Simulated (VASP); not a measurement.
The system is SiC.

```xyz
2
Lattice="0.0000 2.1770 2.1770 2.1770 0.0000 2.1770 2.1770 2.1770 0.0000" Properties=species:S:1:pos:R:3 pbc="T T T"
Si    3.2655    3.2655    3.2655
C     0.0000    0.0000    0.0000
```

The cell is a database's computed one.

- Program: VASP 6.6.1
- Task: relaxation of cell and atoms
- Functional: RPBE
- Potentials or basis: VASP PAW PBE potentials, release 64 (Si, C)
- Cutoff: 600 eV
- k mesh: 10 × 10 × 10
- Occupations: gaussian, width 0.02 eV
- Spin: no spin polarisation

At the start: pressure 6.5 GPa; volume 10.32 Å³/atom.

Task: How do energy, volume and symmetry change on relaxing?

Result: Over 3 steps the energy falls by 6.2 meV/atom and the volume is 10.63 Å³/atom (+3.0 %); space group F-43m (No. 216, to 0.05 Å).

The path:
```
step  energy change (eV)  largest force (eV/Å)  pressure (GPa)  volume (Å³)
   1              0.0000                0.0000            6.50        20.63
   2             -0.0002                0.0000           -5.82        21.91
   3             -0.0123                0.0000           -0.02        21.26
```

Final structure:
```
CELL_PARAMETERS angstrom
0.00000 2.19881 2.19881
2.19881 0.00000 2.19881
2.19881 2.19881 0.00000
ATOMIC_POSITIONS crystal
Si 0.75000 0.75000 0.75000
C 0.00000 0.00000 0.00000
```

Caveat: the PAW data sets were made with another functional, which shifts forces and pressure a little.
